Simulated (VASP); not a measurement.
Write the native input for VASP 6.6.1 that does the following.

| Item | Value |
| --- | --- |
| Task | relaxation of cell and atoms |
| Functional | PBEsol |
| Potentials or basis | VASP PAW PBE potentials, release 64 (Ca_sv, S) |
| Cutoff | 600 eV |
| k mesh | 8 × 8 × 8 |
| Occupations | gaussian, width 0.02 eV |
| Spin | no spin polarisation |
| Dipole correction | no |
| Further INCAR settings | ALGO = Normal; EDIFF = 1e-06; IBRION = 2; EDIFFG = -0.005; NSW = 100; ISIF = 3 |

The structure of CaS (Oldhamite) lies in POSCAR:

```
CaS
1.0
    0.0000000000      2.8430000000      2.8430000000
    2.8430000000      0.0000000000      2.8430000000
    2.8430000000      2.8430000000      0.0000000000
Ca S
1 1
Direct
    0.0000000000      0.0000000000      0.0000000000
    0.5000000000      0.5000000000      0.5000000000
```

The input as run:

INCAR

```
SYSTEM = CaS
ALGO     = Normal         ! electronic algorithm
EDIFF    = 1E-6           ! SCF threshold, eV
EDIFFG   = -0.005         ! ionic threshold
ENCUT    = 600            ! plane-wave cutoff, eV
GGA      = PS             ! functional
IBRION   = 2              ! ionic algorithm
ISIF     = 3              ! what is computed and relaxed
ISMEAR   = 0              ! smearing method
LASPH    = .TRUE.         ! aspherical terms in the spheres
LCHARG   = .FALSE.        ! write CHGCAR
LREAL    = .FALSE.        ! projectors in reciprocal space
LWAVE    = .FALSE.        ! write WAVECAR
NELM     = 100            ! most SCF steps
NSW      = 100            ! ionic steps
PREC     = Accurate       ! precision mode
SIGMA    = 0.02           ! smearing width, eV
```

KPOINTS

```
k-points
0
G
  8 8 8
  0 0 0
```

Potentials or basis: VASP PAW PBE potentials, release 64 (Ca_sv, S).

Launch:

```sh
$ cat potpaw_PBE.64/Ca_sv/POTCAR potpaw_PBE.64/S/POTCAR > POTCAR
$ mpirun -np 1 vasp_std > vasp.out
```

Results of the run:

- Relaxed volume: 22.43 Å³/atom
- Relaxed cell: a = 3.988 Å, b = 3.988 Å, c = 3.988 Å, α = 60.00°, β = 60.00°, γ = 60.00°
- Space group after relaxing (to 0.05 Å): Fm-3m (No. 225)
- Energy gained by relaxing: 2.5 meV/atom
- Ionic steps: 3
- Pressure after relaxing: 0.0 GPa
- Band gap on the k mesh: 2.16 eV, indirect (least direct gap 3.00 eV)

Caveat: the PAW data sets were made with another functional, which shifts forces and pressure a little.

Run time: 20 s on 1 thread of Intel(R) Xeon(R) 6975P-C (Granite Rapids), with other jobs on the host, peak memory 0.2 GiB.
